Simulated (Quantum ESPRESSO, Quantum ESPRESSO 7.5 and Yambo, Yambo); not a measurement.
# CdS (Hawleyite): G0W0 with and without spin-orbit coupling

Aim: spinor G0W0 for CdS (Hawleyite) beside the scalar-relativistic result.

Calculated with Quantum ESPRESSO 7.5 and Yambo 5.3.0; PBE and many-body steps on it, plane waves.

**The experiments to reproduce.**

- Gap 2.42 eV: optical gap from inflexion point of photoacoustic spectrum, as-grown film; photoacoustic spectroscopy; film (as-grown chemical bath deposited film, about 0.25 um thick, deposited at 80 C) (“Study of the band--gap shift in CdS films: Influence of thermal annealing in different atmospheres”, 1995, arxiv:cond-mat/9501125).

This is a report of a sequence of runs, with most program output left out.

### Step 1. Starting point

Symmetry: F-43m, No. 216, cubic system. Conventional cell: a = 5.833 Å, b = 5.833 Å, c = 5.833 Å, α = 90.00°, β = 90.00°, γ = 90.00°. Nearest to Cd lie 4 S at 2.53 Å. S has 4 Cd at 2.53 Å nearest. Farther neighbours and most contacts between anions are not listed.

As a file:

```cif
data_structure
_symmetry_space_group_name_H-M 'P 1'
_symmetry_Int_Tables_number 1
_cell_length_a 4.1246
_cell_length_b 4.1246
_cell_length_c 4.1246
_cell_angle_alpha 60.000
_cell_angle_beta 60.000
_cell_angle_gamma 60.000
_cell_volume 49.62
loop_
_atom_site_label
_atom_site_type_symbol
_atom_site_fract_x
_atom_site_fract_y
_atom_site_fract_z
_atom_site_occupancy
Cd1 Cd 0.00000 0.00000 0.00000 1
S2 S 0.25000 0.25000 0.25000 1
```

The cell and positions come from the Crystallography Open Database and are kept as given unless a step says otherwise.

### Step 2. Empty states on the mesh, 4×4×4 mesh, 194 bands

This step: Quantum ESPRESSO 7.5; DFT, PBE, plane waves, norm-conserving pseudopotentials.

The sums over transitions need many empty states on a uniform mesh; this step solves for them.

Contents of pw.in:

```
&control
  calculation = 'nscf'
  prefix = 'x'
  outdir = 'o'
  pseudo_dir = 'pseudo'
/
&system
  ibrav = 0
  nat = 2
  ntyp = 2
  ecutwfc = 94.0
  nbnd = 194
  force_symmorphic = .true.
/
&electrons
  conv_thr = 1e-9
  electron_maxstep = 80
  diago_full_acc = .true.
  diago_thr_init = 5e-6
/
ATOMIC_SPECIES
  Cd 112.41 Cd.upf
  S 32.06 S.upf
CELL_PARAMETERS angstrom
  -0.0000000000 2.9165000000 2.9165000000
  2.9165000000 -0.0000000000 2.9165000000
  2.9165000000 2.9165000000 -0.0000000000
ATOMIC_POSITIONS crystal
  Cd 0.0000000000 0.0000000000 0.0000000000
  S 0.2500000000 0.2500000000 0.2500000000
K_POINTS automatic
  4 4 4 0 0 0
```

Command:

```bash
> OMP_NUM_THREADS=1 mpirun -n 4 pw.x -nk 4 -in pw.in > pw.out
```

Wall time 19 s (4 MPI ranks of Arm Neoverse V2, shared host); peak memory 0.55 GiB.

Numbers from this step:

- gap: 1.145 eV
- k of the valence top: 0, 0, 0
- k of the conduction bottom: 0, 0, 0
- least direct gap: 1.145 eV
- k points computed: 8
- lowest point of the top converged band, above the valence top: 125.6039 eV

On this mesh the gap is 1.145 eV.

The density comes from a self-consistent run that is not shown.

### Step 3. Conversion and set-up

This step: Yambo 5.3.0; conversion and set-up on PBE, plane waves, norm-conserving pseudopotentials.

The states are converted to the many-body program's format and the q mesh is built.

Command:

```bash
> (cd o/x.save; p2y > p2y.log; mv SAVE ../..); yambo > setup.log
```

Run time: 2.5 s. Hardware: 1 MPI rank; peak memory 0.25 GiB.

### Step 4. Scalar-relativistic

Now the one-shot GW correction: screening in the RPA, then the self-energy of the levels asked for.

This step: G0W0 on PBE, plane waves, norm-conserving pseudopotentials.

Contents of gw1.in:

```
HF_and_locXC
gw0
dyson
ppa
em1d
rim_cut
RandQpts= 1000000
RandGvec= 1 RL
EXXRLvcs= 94 Ry
VXCRLvcs= 376 Ry
Chimod= "HARTREE"
% BndsRnXp
 1 | 194 |
%
NGsBlkXp= 16 Ry
% LongDrXp
 1 | 1 | 1 |
%
% GbndRnge
 1 | 194 |
%
DysSolver= "n"
ExtendOut
PPAPntXp= 27.21138 eV
% QPkrange
 1 | 1 | 12 | 15 |
%
```

Command:

```bash
> OMP_NUM_THREADS=1 mpirun -n 4 yambo -F gw1.in -J gw1 -C gw1 > gw1.log
```

Run time: 2.9 min. Hardware: 4 MPI ranks; peak memory 1.9 GiB.

Numbers from this step:

```yaml
g0w0_gap_on_the_points_computed: 2.173 eV
starting_gap_on_the_mesh: 1.145 eV
k_of_the_valence_top: 0, 0, 0
k_of_the_conduction_bottom: 0, 0, 0
least_direct_g0w0_gap_on_the_computed_points: 2.173 eV
z_at_the_valence_top: 0.7857
z_at_the_conduction_bottom: 0.8154
```

The gap on the mesh goes from 1.14 eV to 2.17 eV, a correction of +1.03 eV.

### Step 5. Empty states on the mesh, 4×4×4 mesh, 388 bands

This step: Quantum ESPRESSO 7.5; DFT, PBE with spin-orbit coupling, plane waves, norm-conserving pseudopotentials.

pw.in: that of step 2 with these lines changed.

```diff
@@ -11,4 +11,6 @@
   ecutwfc = 94.0
-  nbnd = 194
+  nbnd = 388
   force_symmorphic = .true.
+  noncolin = .true.
+  lspinorb = .true.
 /
```

Command:

```bash
> OMP_NUM_THREADS=1 mpirun -n 4 pw.x -nk 4 -in pw.in > pw.out
```

The job ended after 1.9 min (4 MPI ranks; peak memory 1.6 GiB; 7.7 min of CPU time).

This step gave:

```yaml
gap: 1.129 eV
k_of_the_valence_top: 0, 0, 0
k_of_the_conduction_bottom: 0, 0, 0
least_direct_gap: 1.129 eV
k_points_computed: 8
lowest_point_of_the_top_converged_band_above_the_valence_top: 125.5852 eV
```

On this mesh the gap is 1.129 eV.

The density comes from a self-consistent run that is not shown, made with spin-orbit coupling and fully relativistic files.

### Step 6. Conversion and set-up

This step: Yambo 5.3.0; conversion and set-up on PBE with spin-orbit coupling, plane waves, norm-conserving pseudopotentials.

Command:

```bash
> (cd o/x.save; p2y > p2y.log; mv SAVE ../..); yambo > setup.log
```

It took 3.1 s on 1 MPI rank; peak memory 0.25 GiB.

### Step 7. With spin-orbit coupling

This step: G0W0 on PBE with spin-orbit coupling, plane waves, norm-conserving pseudopotentials.

Contents of gw4.in:

```
HF_and_locXC
gw0
dyson
ppa
em1d
rim_cut
RandQpts= 1000000
RandGvec= 1 RL
EXXRLvcs= 94 Ry
VXCRLvcs= 376 Ry
Chimod= "HARTREE"
% BndsRnXp
 1 | 388 |
%
NGsBlkXp= 16 Ry
% LongDrXp
 1 | 1 | 1 |
%
% GbndRnge
 1 | 388 |
%
DysSolver= "n"
ExtendOut
PPAPntXp= 27.21138 eV
% QPkrange
 1 | 1 | 23 | 30 |
%
```

Command:

```bash
> OMP_NUM_THREADS=1 mpirun -n 4 yambo -F gw4.in -J gw4 -C gw4 > gw4.log
```

Run time: 14 min. Hardware: 4 MPI ranks; peak memory 4.1 GiB.

Numbers from this step:

- G0W0 gap on the points computed: 2.154 eV
- starting gap on the mesh: 1.129 eV
- k of the valence top: 0, 0, 0
- k of the conduction bottom: 0, 0, 0
- least direct G0W0 gap on the computed points: 2.154 eV
- Z at the valence top: 0.7859
- Z at the conduction bottom: 0.8153

Against G0W0 in Yambo (4×4×4 mesh, 194 bands, screening to 217.7 eV, Godby-Needs plasmon pole), the gap moves by −0.019 eV.

### Step 8. Side by side

Times are wall times on 4 MPI ranks of Arm Neoverse V2, shared host, good to a factor of about two.

```
                     run   mesh  bands  screening cutoff (eV)  DFT gap (eV)  gap on the mesh (eV)  direct (eV)     time
     scalar-relativistic  4×4×4    194                  217.7         1.145                 2.173        2.173  2.9 min
with spin-orbit coupling  4×4×4    388                  217.7         1.129                 2.154        2.154   14 min
```

### Step 9. Outcome

* scalar-relativistic: 2.173 eV
* with spin-orbit coupling: 2.154 eV
* known limits: not at the basis limit; no spin-orbit coupling in some runs; coarse k mesh

In words: With spin-orbit coupling: −0.019 eV against scalar-relativistic, −0.016 eV of it in the start. Against experiment, by with spin-orbit coupling: the gap of 2.15 eV lies −0.27 eV from the measured 2.42 eV (optical, 1995). An exciton line or allowed optical edge lies below the quasiparticle gap by the binding energy; a forbidden edge can push the onset above it. These are gaps on the mesh, at modest bands and cutoff. The calculation has static nuclei and no excitons; a measured gap holds zero-point and thermal motion, which mostly lowers it. Bands and cutoff are finite, so the gap is not at the basis limit. The miss can reach some tenths of an eV and take either sign; the mesh is an error of its own. In the G0W0 runs levels were corrected at 1 k point alone, so a gap called «on the mesh» is the least over those, and an edge elsewhere would be missed. The 4×4×4 mesh is coarse for this cell, which bears on the long-range parts of exchange and screening.

[Paths, hosts, dates, memory and timing lines, banners, echoed tables and standing remarks are left out of the program output.]

[Logs are printed without paths, hosts, clocks, repeated set-up lines and the standing remarks that a program may print on its own settings, such as how far it seeks lower states.]

[Runs of the session that timed out or met a known fault of the program may be left out.]

[Hosts, paths, dates, database ids (printed as entryN), source tags and the programs' standing remarks are cut or masked in the printed files.]
